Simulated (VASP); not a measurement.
# Ge (Fd-3m) in VASP: a series of runs

One crystal, Ge, is run at these levels: rev-vdW-DF2, vdW-DF; tasks: relaxation of cell and atoms.

Everything below comes from runs of VASP 6.6.1. Logs are shortened: lines on timing, memory, paths and dates and some standing lists are left out, and cuts for length are marked.

## 1. Starting point

It takes space group Fd-3m (No. 227, cubic). The conventional cell has a = 5.658 Å, b = 5.658 Å, c = 5.658 Å, α = 90.00°, β = 90.00°, γ = 90.00°. Ge (site symmetry -43m) is surrounded by 4 Ge at 2.45 Å.

## 2. Relaxation of cell and atoms, rev-vdW-DF2

Input file INCAR:

```
SYSTEM = Ge
PREC = Accurate
ENCUT = 600
EDIFF = 1E-7
ISMEAR = -1
SIGMA = 0.05
LREAL = .False.
LASPH = .True.
NELM = 80
ALGO = Fast
ISIF = 3
LWAVE = .False.
LCHARG = .False.
GGA = MK
LUSE_VDW = .True.
AGGAC = 0.0
PARAM1 = 0.1234
PARAM2 = 0.711357
ZAB_VDW = -1.8867
IBRION = 2
NSW = 40
EDIFFG = -0.005
```

Input file KPOINTS:

```
Automatic mesh
0
Gamma
  8 8 8
  0 0 0
```

Input file POSCAR:

```
Ge
1.0
    0.0000000000      2.8289100000      2.8289100000
    2.8289100000      0.0000000000      2.8289100000
    2.8289100000      2.8289100000      0.0000000000
Ge
2
Direct
    0.7500000000      0.7500000000      0.7500000000
    0.5000000000      0.5000000000      0.5000000000
```

Potentials or basis: VASP PAW PBE potentials, release 64 (Ge_d).

On the command line:

```bash
> cat potpaw_PBE.64/Ge_d/POTCAR > POTCAR
> mpirun -np 1 vasp_std > vasp.out
```

OUTCAR:

```text
SYSTEM = Ge
   PREC = Accurate
   ENCUT = 600
   EDIFF = 1E-7
   ISMEAR = -1
   LREAL = .False.
   LASPH = .True.
   NELM = 80
   ISIF = 3
   GGA = MK
   IBRION = 2
   NSW = 40
   EDIFFG = -0.005

 ion  position               nearest neighbor table
   1  0.750  0.750  0.750-   2 2.45   2 2.45   2 2.45   2 2.45
   2  0.500  0.500  0.500-   1 2.45   1 2.45   1 2.45   1 2.45

  LATTYP: Found a face centered cubic cell.
 ALAT       =     5.6578200000

  Lattice vectors:

 A1 = (   0.0000000000,   2.8289100000,   2.8289100000)
 A2 = (   2.8289100000,   0.0000000000,   2.8289100000)
 A3 = (   2.8289100000,   2.8289100000,   0.0000000000)

Analysis of symmetry for initial positions (statically):
=====================================================================
 Subroutine PRICEL returns:
 Original cell was already a primitive cell.

 Routine SETGRP: Setting up the symmetry group for a
 face centered cubic supercell.

 Subroutine GETGRP returns: Found 48 space group operations
 (whereof 24 operations were pure point group operations)
 out of a pool of 48 trial point group operations.

The static configuration has the point symmetry T_d .
 The point group associated with its full space group is O_h .

Analysis of symmetry for dynamics (positions and initial velocities):
=====================================================================
 Subroutine PRICEL returns:
 Original cell was already a primitive cell.

 Routine SETGRP: Setting up the symmetry group for a
 face centered cubic supercell.

 Subroutine GETGRP returns: Found 48 space group operations
 (whereof 24 operations were pure point group operations)
 out of a pool of 48 trial point group operations.

The dynamic configuration has the point symmetry T_d .
 The point group associated with its full space group is O_h .

 Subroutine INISYM returns: Found 48 space group operations
 (whereof 24 operations are pure point group operations),
 and found     1 'primitive' translations

----------------------------------------------------------------------------------------

                                     Primitive cell

  volume of cell :      45.2780

  direct lattice vectors                    reciprocal lattice vectors
     0.000000000  2.828910000  2.828910000    -0.176746521  0.176746521  0.176746521
     2.828910000  0.000000000  2.828910000     0.176746521 -0.176746521  0.176746521
     2.828910000  2.828910000  0.000000000     0.176746521  0.176746521 -0.176746521

  length of vectors
     4.000682889  4.000682889  4.000682889     0.306133954  0.306133954  0.306133954

  position of ions in fractional coordinates (direct lattice)
     0.750000000  0.750000000  0.750000000
     0.500000000  0.500000000  0.500000000

  ion indices of the primitive-cell ions
   primitive index   ion index
                 1           1
                 2           2

----------------------------------------------------------------------------------------

 KPOINTS: Automatic mesh

Automatic generation of k-mesh.
 Grid dimensions read from file:
 generate k-points for:    8    8    8

 Generating k-lattice:

  Cartesian coordinates                     Fractional coordinates (reciprocal lattice)
    -0.022093315  0.022093315  0.022093315     0.125000000  0.000000000  0.000000000
     0.022093315 -0.022093315  0.022093315     0.000000000  0.125000000  0.000000000
     0.022093315  0.022093315 -0.022093315     0.000000000  0.000000000  0.125000000

  Length of vectors
     0.038266744  0.038266744  0.038266744

  Shift w.r.t. Gamma in fractional coordinates (k-lattice)
     0.000000000  0.000000000  0.000000000

 Subroutine IBZKPT returns following result:
 ===========================================

 Found     29 irreducible k-points:

 Following reciprocal coordinates:
            Coordinates               Weight
  0.000000  0.000000  0.000000      1.000000
  0.125000  0.000000  0.000000      8.000000
  0.250000  0.000000  0.000000      8.000000
  0.375000  0.000000  0.000000      8.000000
  0.500000  0.000000  0.000000      4.000000
  0.125000  0.125000  0.000000      6.000000
[... 16 lines left out ...]
  0.500000  0.250000  0.125000     48.000000
 -0.375000  0.250000  0.125000     24.000000
 [... further k-points ...]
   k-points           NKPTS =     29   k-points in BZ     NKDIM =     29   number of bands    NBANDS=     18
   number of dos      NEDOS =    301   number of ions     NIONS =      2
   total plane-waves  NPLWV =  32768
   dimension x,y,z NGX =    32 NGY =   32 NGZ =   32
   dimension x,y,z NGXF=    64 NGYF=   64 NGZF=   64
   ions per type =               2
   NGX,Y,Z   is equivalent  to a cutoff of  13.30, 13.30, 13.30 a.u.
   NGXF,Y,Z  is equivalent  to a cutoff of  26.59, 26.59, 26.59 a.u.
 SYSTEM =  Ge
   PREC   = accura    normal or accurate (medium, high low for compatibility)
   ISTART =      0    job   : 0-new  1-cont  2-samecut
   ICHARG =      2    charge: 1-file 2-atom 10-const
   ISPIN  =      1    spin polarized calculation?
   LNONCOLLINEAR =      F non collinear calculations
   LSORBIT =      F    spin-orbit coupling
   LASPH  =      T    aspherical Exc in radial PAW
   ENCUT  =  600.0 eV  44.10 Ry    6.64 a.u.   7.99  7.99  7.99*2*pi/ulx,y,z
   NELM   =     80;   NELMIN=  2; NELMDL= -5     # of ELM steps
   EDIFF  = 0.1E-06   stopping-criterion for ELM
   LREAL  =      F    real-space projection
   EDIFFG = -.5E-02   stopping-criterion for IOM
   NSW    =     40    number of steps for IOM
   IBRION =      2    ionic relax: 0-MD 1-quasi-New 2-CG
   NFREE  =      1    steps in history (QN), initial steepest desc. (CG)
   ISIF   =      3    stress and relaxation
   ISYM   =      2    0-nonsym 1-usesym 2-fastsym
   POTIM  = 0.5000    time-step for ionic-motion
   TEBEG  =    0.0;   TEEND  =   0.0 temperature during run
   PSTRESS=    0.0 pullay stress
   NELECT =      28.0000    total number of electrons
   NUPDOWN=      -1.0000    fix difference up-down
   EMIN   =  10.00;   EMAX   =-10.00  energy-range for DOS
   EFERMI =   0.00;   METHOD = LEGACY
   ISMEAR =    -1;   SIGMA  =   0.05  broadening in eV -4-tet -1-fermi 0-gaus
   EFERMI_NEDOS =   21; number of points for ismear=-14 and -15
   IALGO  =     68    algorithm
   IMIX   =      4    mixing-type and parameters
     AMIX     =   0.40;   BMIX     =  1.00
     AMIX_MAG =   1.60;   BMIX_MAG =  1.00
  volume/ion in A,a.u.               =      22.64       152.78
  Fermi-wavevector in a.u.,A,eV,Ry     =   1.394756  2.635708 26.468033  1.945346
  Thomas-Fermi vector in A             =   2.518275
   LORBIT       =      0    0 simple, 1 ext, 2 COOP (PROOUT), +10 PAW based schemes
   GGA     = MK    functional components
   LHFCALC =     F    Hartree Fock is set to
   AEXX    =    0.0000 exact exchange contribution
   IVDW_NL    =     1    kernel type
   BPARAM     = 6.3000
   IVDW    =     0    specifies the selected vdW correction
   LEPSILON=     F    determine dielectric tensor
   LRPA    =     F    only Hartree local field effects (RPA)
 conjugate gradient relaxation of ions
 non-spin polarized calculation
 RMM-DIIS sequential band-by-band and
  energy-cutoff  :      600.00
  volume of cell :       45.28
 maximum number of plane-waves:      1540
   NGX = 15   NGY = 15   NGZ = 15

--------------------------------------- Ionic step        1  -------------------------------------------

 number of electron      28.0000013 magnetization

 Free energy of the ion-electron system (eV)
  ---------------------------------------------------
  ext. energy  EPLUGINS =         0.00000000
  ---------------------------------------------------
  free energy    TOTEN  =        -3.09346453 eV

  energy without entropy =       -3.09264313  energy(sigma->0) =       -3.09305383

 E-fermi :   4.8978     XC(G=0): -10.0219

 val. band max:        4.8852100500   @ k =   0.0000   0.0000   0.0000
 cond. band min:       5.0102515063   @ k =   0.5000   0.0000   0.0000
 fundamental gap:      0.1250414563
 Fermi energy:         4.8978409406

 k-point     1 :       0.0000    0.0000    0.0000
  band No.  band energies     occupation
      1     -19.9772      2.00000
      2     -19.9772      2.00000
      3     -19.9772      2.00000
      4     -19.9405      2.00000
      5     -19.9405      2.00000
      6     -19.7306      2.00000
[... 10 lines left out ...]
     17       7.4231      0.00000
     18       7.4232      0.00000
[... 1063 lines left out ...]
  FREE ENERGIE OF THE ION-ELECTRON SYSTEM (eV)
  ---------------------------------------------------
  free  energy   TOTEN  =        -3.1038131603 eV

  energy  without entropy=       -3.1026347489  energy(sigma->0) =       -3.10322395

Total vdW correction in eV:      4.9500458

--------------------------------------- Ionic step        3  -------------------------------------------

 number of electron      28.0000027 magnetization

 Free energy of the ion-electron system (eV)
  ---------------------------------------------------
  ext. energy  EPLUGINS =         0.00000000
  ---------------------------------------------------
  free energy    TOTEN  =        -3.10524049 eV

  energy without entropy =       -3.10416679  energy(sigma->0) =       -3.10470364

 E-fermi :   4.5054     XC(G=0):  -9.8561

 val. band max:        4.2262247816   @ k =   0.1250   0.0000   0.0000
 cond. band min:       4.5459274956   @ k =   0.0000   0.0000   0.0000
 fundamental gap:      0.3197027140
 Fermi energy:         4.5054421501

 k-point     1 :       0.0000    0.0000    0.0000
  band No.  band energies     occupation
      1     -20.2697      2.00000
      2     -20.2697      2.00000
      3     -20.2697      2.00000
      4     -20.2356      2.00000
      5     -20.2356      2.00000
      6     -20.0442      2.00000
[... 10 lines left out ...]
     17       7.0669      0.00000
     18       7.0669      0.00000
[... 505 lines left out ...]
 POSITION                                       TOTAL-FORCE (eV/Angst)
 -----------------------------------------------------------------------------------
      4.29398      4.29398      4.29398         0.000000      0.000000     -0.000000
      2.86266      2.86266      2.86266        -0.000000     -0.000000      0.000000
 -----------------------------------------------------------------------------------
    total drift:                               -0.000000     -0.000000      0.000000

  FREE ENERGIE OF THE ION-ELECTRON SYSTEM (eV)
  ---------------------------------------------------
  free  energy   TOTEN  =        -3.1052404950 eV

  energy  without entropy=       -3.1041667896  energy(sigma->0) =       -3.10470364

Total vdW correction in eV:      4.9381473

 reached required accuracy - stopping structural energy minimisation
```

Wall time 3.6 min (1 thread of Intel Xeon Platinum 8488C (Sapphire Rapids), shared host); peak memory 0.39 GiB.

Results:

- Free energy: -3.1052 eV
- Relaxed volume: 23.46 Å³/atom
- Relaxed cell: a = 4.048 Å, b = 4.048 Å, c = 4.048 Å, α = 60.00°, β = 60.00°, γ = 60.00°
- Space group after relaxing (to 0.05 Å): Fd-3m (No. 227)
- Energy gained by relaxing: 5.9 meV/atom
- Ionic steps: 3
- Pressure after relaxing: 0.0 GPa
- Band gap on the k mesh: none (metal or under the smearing width)

The path:
```tsv
step	energy change (eV)	largest force (eV/Å)	pressure (GPa)	volume (Å³)
1	0.0000	0.0000	2.39	45.28
2	-0.0103	0.0000	-0.77	47.53
3	-0.0118	0.0000	0.03	46.92
```

Final structure:
```
Ge
1.0
     0.00000    2.86266    2.86266
     2.86266    0.00000    2.86266
     2.86266    2.86266    0.00000
Ge
2
Direct
  0.75000 0.75000 0.75000
  0.50000 0.50000 0.50000
```

Caveat: the PAW data sets were made with another functional, which shifts forces and pressure a little; this crystal is a semiconductor, whose small gap the functional closes, so the metal is an error of the method.

## 3. Relaxation of cell and atoms, vdW-DF

Input file INCAR:

```
PREC = Accurate
ENCUT = 600
EDIFF = 1E-7
ISMEAR = -1
SIGMA = 0.05
LREAL = F
LASPH = T
NELM = 80
ALGO = Normal
ISIF = 3
LWAVE = F
LCHARG = F
GGA = RE
LUSE_VDW = T
AGGAC = 0.0
IBRION = 2
NSW = 60
EDIFFG = -0.005
```

Input file KPOINTS:

```
regular mesh
0
Gamma
  8 8 8
```

POSCAR is that of step 2.

Potentials or basis: VASP PAW PBE potentials, release 64 (Ge_d).

On the command line:

```bash
> cat potpaw_PBE.64/Ge_d/POTCAR > POTCAR
> mpirun -np 1 vasp_std > vasp.out
```

It took 2.8 min on 1 thread of Intel Xeon Platinum 8488C (Sapphire Rapids), shared host; peak memory 0.38 GiB.

The run converged. Its results:

```yaml
Free_energy: -1.2622 eV
Relaxed_volume: 25.02 Å³/atom
Relaxed_cell: a = 4.136 Å, b = 4.136 Å, c = 4.136 Å, α = 60.00°, β = 60.00°, γ = 60.00°
Space_group_after_relaxing_to_0.05_Å: Fd-3m (No. 227)
Energy_gained_by_relaxing: 43.1 meV/atom
Ionic_steps: 3
Pressure_after_relaxing: 0.0 GPa
Band_gap_on_the_k_mesh: none (metal or under the smearing width)
```

Step by step:
```tsv
step	energy change (eV)	largest force (eV/Å)	pressure (GPa)	volume (Å³)
1	0.0000	0.0000	6.39	45.28
2	-0.0805	0.0000	-1.28	51.46
3	-0.0863	0.0000	0.03	50.03
```

Final structure:
```
Ge
1.0
     0.00000    2.92461    2.92461
     2.92461    0.00000    2.92461
     2.92461    2.92461    0.00000
Ge
2
Direct
  0.75000 0.75000 0.75000
  0.50000 0.50000 0.50000
```

Levels at points of the mesh, in eV from the Fermi level:
```
           k point  band 10  band 11  band 12  band 13  band 14  band 15  band 16  band 17  band 18
(0.00, 0.00, 0.00)   -24.54   -11.95    -0.84     0.09     0.09     0.09     2.61     2.61     2.61
(0.50, 0.00, 0.00)   -24.52   -10.12    -7.08    -1.16    -1.16     0.02     3.83     3.83     7.40
(0.50, 0.50, 0.00)   -24.51    -8.46    -8.46    -2.62    -2.62     1.08     1.08     8.75     8.75
```

Caveat: the PAW data sets were made with another functional, which shifts forces and pressure a little; the volume moved by +10 % from the deposited cell, more than functionals usually miss; this crystal is a semiconductor, whose small gap the functional closes, so the metal is an error of the method.

## 4. For comparison

An earlier run on the cell as given: functional PBEsol; potentials or basis VASP PAW PBE potentials, release 64 (Ge_d); cutoff 520 eV; k mesh 8 × 8 × 8; occupations fermi-dirac, width 0.05 eV; no spin polarisation.

* Pressure: 0.5 GPa
* Band gap on the k mesh: none (metal or under the smearing width)

## 5. Overview

```csv
task,level,cell,cutoff (eV),ladder,gap on the mesh (eV),pressure (GPa),relaxed volume (Å³/atom)
relaxation of cell and atoms,rev-vdW-DF2,relaxed,600,-,none,0.0,23.46
relaxation of cell and atoms,vdW-DF,relaxed,600,-,none,0.0,25.02
single point,PBEsol,as given,520,free,none,0.5,-
```

Alike in all rows: potentials or basis VASP PAW PBE potentials, release 64 (Ge_d); no spin polarisation; k mesh 8 × 8 × 8; smearing fermi-dirac 0.05 eV.

Caveats: the PAW data sets were made with another functional, which shifts forces and pressure a little; this crystal is a semiconductor, whose small gap the functional closes, so the metal is an error of the method; the volume moved by +10 % from the deposited cell, more than functionals usually miss (some runs).

Total energies depend on the potentials used, so only differences within one code and one set of settings carry meaning.

## 6. Comparison with measurements

Step 2. The cell as given is a measured one (22.64 Å³/atom); rev-vdW-DF2 puts the equilibrium volume +3.6 % from it, thermal expansion not counted.

Step 3. The cell as given is a measured one (22.64 Å³/atom); vdW-DF puts the equilibrium volume +10.5 % from it, thermal expansion not counted.
